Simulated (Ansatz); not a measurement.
# BAs: band gap under strain

Aim: follow the gap of zincblende BAs through these states: -2.0 % equal strain in all directions; -1.0 % equal strain in all directions; +1.0 % equal strain in all directions. The table at the end shows which levels were run.

Program: Ansatz 0.2.0. PAW datasets, plane waves. Calculated at 0 K for a non-magnetic cell.

## (1) The structure to begin with

The unstrained cell was relaxed with r2SCAN; in each strained cell the atoms were relaxed again with r2SCAN. Names of k-points are those of the unstrained zone, where strain can split equivalent points. First state: -2.0 % equal strain in all directions.

It is cubic, F-43m (No. 216); a = 4.688 Å in the conventional setting, 12.88 Å³ an atom. Near B stand 4 As at 2.03 Å; near As stand 4 B at 2.03 Å.

As a file:

```xyz
2
Lattice="0.0000 2.3440 2.3440 2.3440 0.0000 2.3440 2.3440 2.3440 0.0000" Properties=species:S:1:pos:R:3 pbc="T T T"
B     0.0000    0.0000    0.0000
As    1.1720    1.1720    1.1720
```

From earlier runs on the unstrained cell: PBE 1.19 eV, r2SCAN 1.39 eV, HSE06 1.83 eV, r2SCAN+SOC 1.31 eV, G0W0 1.91 eV (on its mesh); a = 4.784 Å.

## (2) -2.0 % equal strain in all directions: PBE

input.yaml

```yaml
crystal:
  lattice:
    - [0.0, 2.344030252, 2.344030252]
    - [2.344030252, 0.0, 2.344030252]
    - [2.344030252, 2.344030252, 0.0]
  atoms:
    - { symbol: B, position: [0.0, 0.0, 0.0] }
    - { symbol: As, position: [0.25, 0.25, 0.25] }
kpoints:
  mp_grid: { grid: [10, 10, 10] }
  band_path:
    path:
      - [0.0, 0.0, 0.0]
      - [-0.5, -0.5, 0.0]
      - [-0.375, -0.375, 0.25]
      - [-0.375, 0.0, 0.375]
      - [0.0, 0.0, 0.5]
      - [-0.5, -0.25, 0.25]
      - [0.0, 0.401042, 0.401042]
    npoints: 1
hamiltonian:
  xc: pbe
scf:
  occupations: { method: fermi_dirac, width: 0.02 }
  n_extra_bands: 4
output:
  forces: true
  stress: true
  eigenvalues: true
```

Started as:

```bash
ansatz run input.yaml --threads 2 --pin off --max-ram 18432MiB --backend cpu --events-out ev --progress --plain --runs-dir out
```

Further steps of the session: -2.0 % equal strain in all directions: r2SCAN; -2.0 % equal strain in all directions: HSE06; -2.0 % equal strain in all directions: r2SCAN+SOC; -2.0 % equal strain in all directions: r2SCAN; -2.0 % equal strain in all directions: G0W0@PBE; -1.0 % equal strain in all directions: PBE; -1.0 % equal strain in all directions: r2SCAN; -1.0 % equal strain in all directions: HSE06; -1.0 % equal strain in all directions: r2SCAN+SOC; -1.0 % equal strain in all directions: r2SCAN; -1.0 % equal strain in all directions: G0W0@PBE; +1.0 % equal strain in all directions: PBE; +1.0 % equal strain in all directions: r2SCAN; +1.0 % equal strain in all directions: HSE06; +1.0 % equal strain in all directions: r2SCAN+SOC; +1.0 % equal strain in all directions: r2SCAN; +1.0 % equal strain in all directions: G0W0@PBE.

Q: Predict the outcome of this session.

As calculated:

Least gap in eV (negative: overlap), with the change from the unstrained cell in brackets. G0W0 is on its own coarse mesh.

| state | volume change (%) | PBE | r2SCAN | HSE06 | G0W0 |
| --- | --- | --- | --- | --- | --- |
| -2.0 % equal strain in all directions | -5.9 | 1.13 (-0.06) | 1.33 (-0.06) | 1.77 (-0.06) | 1.87 (-0.04) |
| -1.0 % equal strain in all directions | -3.0 | 1.16 (-0.03) | 1.36 (-0.03) | 1.80 (-0.03) | 1.89 (-0.02) |
| +1.0 % equal strain in all directions | +3.0 | 1.22 (+0.03) | 1.41 (+0.02) | 1.86 (+0.03) | 1.93 (+0.02) |

**Reading.** With HSE06, of the states in the table -2.0 % equal strain in all directions shifts the gap most, by -0.061 eV. PBE and HSE06 differ by 0.64 eV on the unstrained gap, and by at most 0.00 eV on its change: PBE follows the response to strain far better than the gap itself. The G0W0 figures hold for the stated bands, cutoff and mesh and aren't extrapolated.
